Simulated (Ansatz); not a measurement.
An Ansatz input and the part of its output that reports the observables at the nuclei.

The cell is a structure deposited in the COD whose atoms were relaxed with PBE, the cell held.

```yaml
crystal:
  lattice:
    - [6.33, 0.0, 0.0]
    - [0.0, 3.469, 0.0]
    - [-0.9467947088, 0.0, 13.8276237937]
  atoms:
    - { symbol: Te, position: [0.5570525204, 0.75, 0.3504186644] }
    - { symbol: Te, position: [0.4429474796, 0.25, 0.6495813356] }
    - { symbol: Te, position: [0.5876770534, 0.25, 0.1042268476] }
    - { symbol: Te, position: [0.4123229466, 0.75, 0.8957731524] }
    - { symbol: Te, position: [0.0968142936, 0.75, 0.1499660518] }
    - { symbol: Te, position: [0.9031857064, 0.25, 0.8500339482] }
    - { symbol: Te, position: [0.054808872, 0.25, 0.3954756705] }
    - { symbol: Te, position: [0.945191128, 0.75, 0.6045243295] }
    - { symbol: Mo, position: [0.320716143, 0.75, 0.5067318466] }
    - { symbol: Mo, position: [0.679283857, 0.25, 0.4932681534] }
    - { symbol: Mo, position: [0.1813711399, 0.25, 0.0076732689] }
    - { symbol: Mo, position: [0.8186288601, 0.75, 0.9923267311] }
kpoints:
  mp_grid: { grid: [7, 13, 4] }
scf:
  occupations: { method: fermi_dirac, width: 0.05 }
hamiltonian:
  xc: lda
  pseudopotentials: { kind: paw }
output:
  forces: true
  stress: true
  populations: true
  efg: { quadrupole_moments_barn: { Mo: -0.022 }, contact_densities: true }
  write_density: true
  write_potential: true
  elf: true
  volumetric_format: npy
```

```sh
ansatz run input.yaml --threads 4 --pin off --max-ram 8192MiB --backend cpu --events-out ev --progress --plain --runs-dir out
```

Of the output, the block on the nuclei alone is shown; the set-up, the SCF iterations, energies, forces and stress are cut. One atom of each set with nearly equal values is shown.

```
--- PAW observables at the nuclei: V_zz in 10²¹ V/m², potentials from the cell's mean, atoms counted from 1 ---
  atom   1  Te V_zz =   -14.736539   η = 0.7387   by run symmetry: allowed
            electrostatic potential = -8651.260163 V   contact ρ = 1462970.613475 e/Å³
  atom   3  Te V_zz =   +20.802831   η = 0.5461   by run symmetry: allowed
            electrostatic potential = -8651.362615 V   contact ρ = 1462968.443327 e/Å³
  atom   5  Te V_zz =   -15.320831   η = 0.6320   by run symmetry: allowed
            electrostatic potential = -8651.288496 V   contact ρ = 1462971.513439 e/Å³
  atom   7  Te V_zz =   +20.388031   η = 0.5302   by run symmetry: allowed
            electrostatic potential = -8651.333107 V   contact ρ = 1462969.049582 e/Å³
  atom   9  Mo V_zz =    -7.087227   η = 0.8018   by run symmetry: allowed   C_q = +3.7701 MHz
            electrostatic potential = -6354.167197 V   contact ρ = 592706.030218 e/Å³
  atom  11  Mo V_zz =    -7.254053   η = 0.7936   by run symmetry: allowed   C_q = +3.8588 MHz
            electrostatic potential = -6354.186998 V   contact ρ = 592706.074572 e/Å³
```

The run took 63 s of wall time (4 min of CPU time) and 2.5 GiB at its peak, on 4 threads of Intel Xeon Platinum 8375C CPU @ 2.90GHz (Ice Lake) (x86_64; 16 cores open to the job, memory cap 8.0 GiB, no GPU), a shared host with a load of 0.5 a core.

The largest force is 0.5 eV/Å, so the atoms aren't at the calculated equilibrium and relaxing them would move these values. With no gap above 0.1 eV, as in a metal, the gradients converge slowly in k; expect changes of a tenth or more on a denser mesh. Without spin–orbit coupling the gradients at and beside Te can be off by some per cent, at some sites by more.
